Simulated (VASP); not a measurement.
# In (I4/mmm) in VASP: further runs, part 2 of 2

VASP 6.6.1. Earlier steps stand in the parts before.

### Step 5. Relaxation of cell and atoms, PBEsol

File INCAR:

```
PREC     = Accurate       # precision mode
ENCUT    = 580            # plane-wave cutoff, eV
EDIFF    = 1E-7           # SCF threshold, eV
ISMEAR   = 0              # smearing method
SIGMA    = 0.1            # smearing width, eV
LREAL    = F              # projectors in reciprocal space
LASPH    = T              # aspherical terms in the spheres
NELM     = 60             # most SCF steps
ALGO     = Normal         # electronic algorithm
ISIF     = 3              # what is computed and relaxed
LWAVE    = F              # write WAVECAR
LCHARG   = F              # write CHGCAR
GGA      = PS             # functional
IBRION   = 2              # ionic algorithm
NSW      = 90             # ionic steps
EDIFFG   = -0.005         # ionic threshold
```

File KPOINTS:

```
regular mesh
0
Gamma
  18 18 18
```

File POSCAR:

```
In
1.0
   -1.6947072700      1.6947072700      2.2973723900
    1.6947072700     -1.6947072700      2.2973723900
    1.6947072700      1.6947072700     -2.2973723900
In
1
Direct
    0.0000000000      0.0000000000      0.0000000000
```

Potentials or basis: VASP PAW PBE potentials, release 64 (In).

Command:

```console
$ cat potpaw_PBE.64/In/POTCAR > POTCAR
$ mpirun -np 1 vasp_std > vasp.out
```

OUTCAR:

```text
PREC = Accurate
   ENCUT = 580
   EDIFF = 1E-7
   ISMEAR = 0
   LREAL = F
   LASPH = T
   NELM = 60
   ISIF = 3
   GGA = PS
   IBRION = 2
   NSW = 90
   EDIFFG = -0.005

 ion  position               nearest neighbor table
   1  0.000  0.000  0.000-

  LATTYP: Found a body centered tetragonal cell.
 ALAT       =     3.3894145400
 C/A-ratio  =     1.3556160587

  Lattice vectors:

 A1 = (  -1.6947072700,   1.6947072700,   2.2973723900)
 A2 = (   1.6947072700,  -1.6947072700,   2.2973723900)
 A3 = (   1.6947072700,   1.6947072700,  -2.2973723900)

Analysis of symmetry for initial positions (statically):
=====================================================================
 Subroutine PRICEL returns:
 Original cell was already a primitive cell.

[... 425 lines left out ...]

 E-fermi :   4.9502     XC(G=0):  -9.9229

 val. band max:        4.9443903955   @ k =   0.2778   0.2778   0.1111
 cond. band min:       4.9574675953   @ k =  -0.3333  -0.4444   0.2222
 fundamental gap:      0.0130771998
 Fermi energy:         4.9501750885

 k-point     1 :       0.0000    0.0000    0.0000
  band No.  band energies     occupation
      1      -4.7033      2.00000
      2      15.6488      0.00000
      3      15.6520      0.00000
      4      15.6520      0.00000
      5      16.5044      0.00000
[... 177 lines left out ...]
 k-point    24 :      -0.2222    0.0556    0.0000
  band No.  band energies     occupation
      1      -3.7200      2.00000
      2       9.7015      0.00000
      3      13.6175      0.00000
      4      14.5303      0.00000
      5      16.4731      0.00000

 [... further k-points ...]

------------------------ aborting loop because EDIFF is reached ----------------------------------------

  FORCE on cell =-STRESS in cart. coord.  units (eV):
  Direction    XX          YY          ZZ          XY          YZ          ZX
  --------------------------------------------------------------------------------------
  -------------------------------------------------------------------------------------
  Total       -0.0044294     -0.0044294     -0.0022369     -0.0000000      0.0000000      0.0000000
  in kB       -0.2746942     -0.2746942     -0.1387269     -0.0000000      0.0000000      0.0000000
  external PRESSURE =      -0.2293718 kB  Pullay stress =       0.0000000 kB
[... 16 lines left out ...]
  FREE ENERGIE OF THE ION-ELECTRON SYSTEM (eV)
  ---------------------------------------------------
  free  energy   TOTEN  =        -2.9737025455 eV

  energy  without entropy=       -2.9714712909  energy(sigma->0) =       -2.97258692

 reached required accuracy - stopping structural energy minimisation
```

OSZICAR:

```text
N       E                     dE             d eps       ncg     rms          rms(c)
DAV:   1     0.943529534972E+00    0.94353E+00   -0.96880E+02  4810   0.405E+02
DAV:   2    -0.294616087871E+01   -0.38897E+01   -0.35897E+01  6695   0.365E+01
DAV:   3    -0.300013915045E+01   -0.53978E-01   -0.53549E-01  5890   0.458E+00
[... 49 lines left out ...]
       N       E                     dE             d eps       ncg     rms          rms(c)
DAV:   1    -0.297370487728E+01   -0.46903E-04   -0.89858E-03  5705   0.450E-01    0.321E-02
DAV:   2    -0.297370623161E+01   -0.13543E-05   -0.61151E-05  5085   0.551E-02    0.199E-02
DAV:   3    -0.297370255034E+01    0.36813E-05   -0.65379E-06  5910   0.204E-02    0.812E-04
DAV:   4    -0.297370254545E+01    0.48865E-08   -0.74165E-08  4820   0.206E-03
   8 F= -.29737025E+01 E0= -.29725869E+01  d E =-.885638E-03
```

Wall time 97 s (1 thread of Intel Xeon 6975P-C (Granite Rapids), shared host); peak memory 0.26 GiB.

What came out:

- Free energy: -2.9737 eV
- Relaxed volume: 25.83 Å³/atom
- Relaxed cell: a = 3.318 Å, b = 3.318 Å, c = 3.318 Å, α = 119.96°, β = 119.96°, γ = 90.07°
- Space group after relaxing (to 0.05 Å): Fm-3m (No. 225)
- Energy gained by relaxing: 3.0 meV/atom
- Ionic steps: 8
- Pressure after relaxing: 0.0 GPa
- Band gap on the k mesh: none (metal or under the smearing width)

Step by step:
```tsv
step	energy change (eV)	largest force (eV/Å)	pressure (GPa)	volume (Å³)
1	0.0000	0.0000	-1.01	26.39
2	-0.0021	0.0000	0.05	25.76
3	-0.0021	0.0000	0.02	25.77
4	-0.0021	0.0000	0.02	25.78
5	-0.0024	0.0000	0.03	25.79
6	-0.0028	0.0000	0.01	25.81
7	-0.0029	0.0000	-0.04	25.85
8	-0.0030	0.0000	-0.02	25.83
```

Final structure:
```
In
1.0
    -1.65980    1.65980    2.34441
     1.65980   -1.65980    2.34441
     1.65980    1.65980   -2.34441
In
1
Direct
  0.00000 0.00000 0.00000
```

Levels at points of the mesh, in eV from the Fermi level:
| k point | band 1 | band 2 | band 3 | band 4 |
| --- | --- | --- | --- | --- |
| (0.00, 0.00, 0.00) | -9.65 | 10.70 | 10.70 | 10.70 |
| (0.50, 0.00, 0.00) | -4.40 | -3.47 | 8.50 | 8.53 |
| (0.50, 0.50, 0.00) | -2.29 | -2.09 | 4.05 | 4.06 |
| (0.50, 0.50, 0.50) | -2.27 | -2.07 | 4.04 | 4.04 |

Caveat: the PAW data sets were made with another functional, which shifts forces and pressure a little.

### Step 6. Relaxation of cell and atoms, PBEsol

Edit INCAR of step 5 so:

```diff
@@ -1,3 +1,3 @@
 PREC     = Accurate       # precision mode
-ENCUT    = 580            # plane-wave cutoff, eV
+ENCUT    = 480            # plane-wave cutoff, eV
 EDIFF    = 1E-7           # SCF threshold, eV
```

KPOINTS is that of step 5.

POSCAR is that of step 5.

Potentials or basis: VASP PAW PBE potentials, release 64 (In_d).

Command:

```console
$ cat potpaw_PBE.64/In_d/POTCAR > POTCAR
$ mpirun -np 1 vasp_std > vasp.out
```

Run time: 3.2 min. Hardware: 1 thread of Intel Xeon 6975P-C (Granite Rapids), shared host; peak memory 0.25 GiB.

The run converged. Its results:

```yaml
Free_energy: -2.9867 eV
Relaxed_volume: 25.58 Å³/atom
Relaxed_cell: a = 3.308 Å, b = 3.308 Å, c = 3.308 Å, α = 120.02°, β = 120.02°, γ = 89.96°
Space_group_after_relaxing_to_0.05_Å: Fm-3m (No. 225)
Energy_gained_by_relaxing: 4.8 meV/atom
Ionic_steps: 13
Pressure_after_relaxing: 0.0 GPa
Band_gap_on_the_k_mesh: none (metal or under the smearing width)
```

The path:
| step | energy change (eV) | largest force (eV/Å) | pressure (GPa) | volume (Å³) |
| --- | --- | --- | --- | --- |
| 1 | 0.0000 | 0.0000 | -1.35 | 26.39 |
| 2 | -0.0038 | 0.0000 | 0.02 | 25.55 |
| 3 | -0.0038 | 0.0000 | 0.01 | 25.55 |
| 4 | -0.0039 | 0.0000 | 0.01 | 25.55 |
| 5 | -0.0042 | 0.0000 | 0.02 | 25.56 |
| 6 | -0.0046 | 0.0000 | 0.00 | 25.58 |
| 7 | -0.0046 | 0.0000 | -0.04 | 25.62 |
| 8 | -0.0047 | 0.0000 | -0.04 | 25.60 |
| 9 | -0.0047 | 0.0000 | -0.03 | 25.60 |
| 10 | -0.0047 | 0.0000 | -0.04 | 25.61 |
| 11 | -0.0047 | 0.0000 | -0.04 | 25.60 |
| 12 | -0.0047 | 0.0000 | 0.13 | 25.51 |
| 13 | -0.0048 | 0.0000 | 0.00 | 25.58 |

Final structure:
```
In
1.0
    -1.65329    1.65329    2.33959
     1.65329   -1.65329    2.33959
     1.65329    1.65329   -2.33959
In
1
Direct
  0.00000 0.00000 0.00000
```

Levels at points of the mesh, in eV from the Fermi level:
```
           k point  band 4  band 5  band 6  band 7  band 8  band 9
(0.00, 0.00, 0.00)  -14.39  -14.39   -9.73   10.75   10.75   10.75
(0.50, 0.00, 0.00)  -14.22  -14.22   -4.35   -3.50    8.54    8.55
(0.50, 0.50, 0.00)  -14.18  -14.18   -2.30   -2.06    4.06    4.06
(0.50, 0.50, 0.50)  -14.18  -14.18   -2.31   -2.08    4.07    4.07
```

Caveat: the PAW data sets were made with another functional, which shifts forces and pressure a little.

### Step 7. The runs side by side

| task | potentials or basis | cell | k mesh | cutoff (eV) | mesh quality | gap on the mesh (eV) | pressure (GPa) | relaxed volume (Å³/atom) |
| --- | --- | --- | --- | --- | --- | --- | --- | --- |
| relaxation of cell and atoms | VASP PAW PBE potentials, release 64 (In_d) | relaxed | 18 × 18 × 18 | 300 | not flagged | none | 0.0 | 25.27 |
| relaxation of cell and atoms | VASP PAW PBE potentials, release 64 (In_d) | relaxed | 6 × 6 × 6 | 600 | coarse | none | 0.0 | 25.10 |
| single point | VASP PAW PBE potentials, release 64 (In_d) | as given | 18 × 18 × 18 | 520 | not flagged | none | -1.4 | - |
| relaxation of cell and atoms | VASP PAW PBE potentials, release 64 (In) | relaxed | 18 × 18 × 18 | 580 | not flagged | none | 0.0 | 25.83 |
| relaxation of cell and atoms | VASP PAW PBE potentials, release 64 (In_d) | relaxed | 18 × 18 × 18 | 480 | not flagged | none | 0.0 | 25.58 |

Alike in all rows: level PBEsol; no spin polarisation; smearing gaussian 0.1 eV.

Caveats: some runs use coarse meshes; the PAW data sets were made with another functional, which shifts forces and pressure a little.

Absolute energies hang on the potentials; compare differences alone.
